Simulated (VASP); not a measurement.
Input of a VASP 6.6.1 run:

Contents of INCAR:

```
PREC = Accurate
ENCUT = 520
EDIFF = 1E-6
ISMEAR = 0
SIGMA = 0.05
LREAL = False
LASPH = True
NELM = 100
ALGO = Fast
ISIF = 2
LWAVE = False
LCHARG = False
ISPIN = 2
MAGMOM = 0.6 -0.6 0 0 0 0
LORBIT = 11
LMAXMIX = 4
LDAU = True
LDAUTYPE = 2
LDAUL = 2 -1
LDAUU = 2 0
LDAUJ = 0 0
LDAUPRINT = 1
GGA = PS
```

Contents of KPOINTS:

```
Automatic mesh
0
Gamma
  5 5 7
```

POSCAR

```
IrO2
1.0
    4.4990002600      0.0000000000      0.0000000000
    0.0000000000      4.4990002600      0.0000000000
    0.0000000000      0.0000000000      3.1460001800
Ir O
2 4
Direct
    0.0000000000      0.0000000000      0.0000000000
    0.5000000000      0.5000000000      0.5000000000
    0.3110000000      0.3110000000      0.0000000000
    0.1890000000      0.8110000000      0.5000000000
    0.6890000000      0.6890000000      0.0000000000
    0.8110000000      0.1890000000      0.5000000000
```

Potentials or basis: VASP PAW PBE potentials, release 64 (Ir, O).

Run with:

```console
$ cat potpaw_PBE.64/Ir/POTCAR potpaw_PBE.64/O/POTCAR > POTCAR
$ mpirun -np 1 vasp_std > vasp.out
```

(1) What does it give for the pressure?

(2) Predict the net moment.

## Answers

(1) -0.7 GPa.

(2) 0.00 μB per cell.

Caveat: the PAW data sets were made with another functional, which shifts forces and pressure a little.
